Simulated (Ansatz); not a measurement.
HfO₂ built on the fluorite prototype, relaxed with r2SCAN: space group Fm-3m (No. 225), cubic; conventional cell a = 5.058 Å, 10.79 Å³ an atom. Around Hf lie 8 O at 2.19 Å; around O lie 4 Hf at 2.19 Å. One-shot G0W0@PBE in Ansatz 0.2.0 on a 4×4×4 mesh (contour deformation, no spin-orbit coupling), from a PBE gap of 3.803 eV over the mesh points (the G0W0 gap is direct on the mesh); the number N of bands summed and the screening cutoff rise together. The values are computed, spin-unpolarised, and not measurements.

```csv
N,cutoff (eV),1000/N,G0W0 gap (eV)
71,80,14.085,5.055
140,140,7.143,5.145
```

Task: Lay a straight line in 1000/N through these rows.

Result: The slope is -0.0130 eV per unit of 1000/N and the intercept 5.238 eV.

Task: Predict the gap at N = 242 (210 eV).

Result: 5.238 + (-0.0130) × 4.132 = 5.184 eV; the run gives 5.235 eV, +0.051 eV from the line.

Task: With that run's result added, what limit do the last two rows suggest?

Result: Their slope is (5.235 − 5.145)/(4.132 − 7.143) = -0.0299, which meets 1/N = 0 at 5.36 eV, against 5.238 eV from the first line. The slope steepens, so 1/N isn't yet asymptotic and the true limit probably lies higher still; the k mesh isn't extrapolated.

No spin-orbit coupling is included; it can move band edges with weight on the heavy atoms by tenths of an eV.
